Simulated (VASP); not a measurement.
A run of VASP 6.6.1 is set up as follows.

File INCAR:

```
PREC = Accurate
ENCUT = 600
EDIFF = 1E-6
ISMEAR = 0
SIGMA = 0.02
LREAL = F
LASPH = T
NELM = 100
ALGO = Fast
ISIF = 3
LWAVE = F
LCHARG = F
IBRION = 2
NSW = 100
EDIFFG = -0.005
```

KPOINTS

```
regular mesh
0
Gamma
  12 12 12
```

File POSCAR:

```
BN
1.0
    0.0000000000      3.4953158300      2.1660912400
    1.2516321000      0.0000000000      2.1660912400
    1.2516321000      3.4953158300      0.0000000000
B N
1 1
Direct
    0.0000486500      0.0000486500      0.9999513500
    0.6666513400      0.6666513400      0.3333486600
```

Potentials or basis: VASP PAW LDA potentials, release 64 (B, N).

The run is started by

```bash
$ cat potpaw_LDA.64/B/POTCAR potpaw_LDA.64/N/POTCAR > POTCAR
$ mpirun -np 1 vasp_std > vasp.out
```

Task: Estimate the relaxed cell.

Result: a = 3.898 Å, b = 2.488 Å, c = 3.479 Å, α = 79.67°, β = 38.91°, γ = 61.42°.

Task: Predict the band gap on the k mesh.

Result: 3.32 eV, indirect (least direct gap 4.43 eV).

Task: Estimate the space group after relaxing (to 0.05 Å).

Result: Fmm2 (No. 42).

Forces on the atoms (eV/Å):
```
B    0.000  0.000  0.004
N    0.000  0.000 -0.004
```

A k mesh can miss the band edges. A hybrid or GW would open this gap; LDA tends to underestimate it.
